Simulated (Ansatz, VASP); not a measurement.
# Cl in VASP and in Ansatz

```
Cl
1.0
     5.33480    0.00000    0.00000
     0.00000    5.33480    0.00000
     0.00000    0.00000    5.33480
Cl
8
Cartesian
  2.6674 2.6674 2.6674
  0.0000 0.0000 0.0000
  1.3337 0.0000 2.6674
  2.6674 1.3337 0.0000
  2.6674 4.0011 0.0000
  4.0011 0.0000 2.6674
  0.0000 2.6674 4.0011
  0.0000 2.6674 1.3337
```

Alike in both runs: functional PBEsol; k mesh 8 × 8 × 8; occupations gaussian, width 0.1 eV; no spin polarisation.

Ansatz relaxed the structure, and its values are those at the end. VASP's run is a single point on that final structure, the one shown.

|  | VASP | Ansatz |
| --- | --- | --- |
| version | VASP 6.6.1 | Ansatz 0.2.0 |
| potentials or method | VASP PAW PBE potentials, release 64 (Cl) | scalar-relativistic, plane waves, PAW |
| plane-wave cutoff (eV) | 520 | 420 |
| valence electrons in the cell | 56 | 56 |

Ansatz gave:

| Property | Result |
| --- | --- |
| gap on the k mesh at the Fermi level (eV) | none |
| pressure (GPa) | 0.0 |

Q: Which values does VASP return?

A: gap on the k mesh at the Fermi level (eV): none; pressure (GPa): -0.1.

A gap of «none» marks a metal or a gap that the smearing closes.

Caveats: the PAW data sets were made with another functional, which shifts forces and pressure a little (VASP).
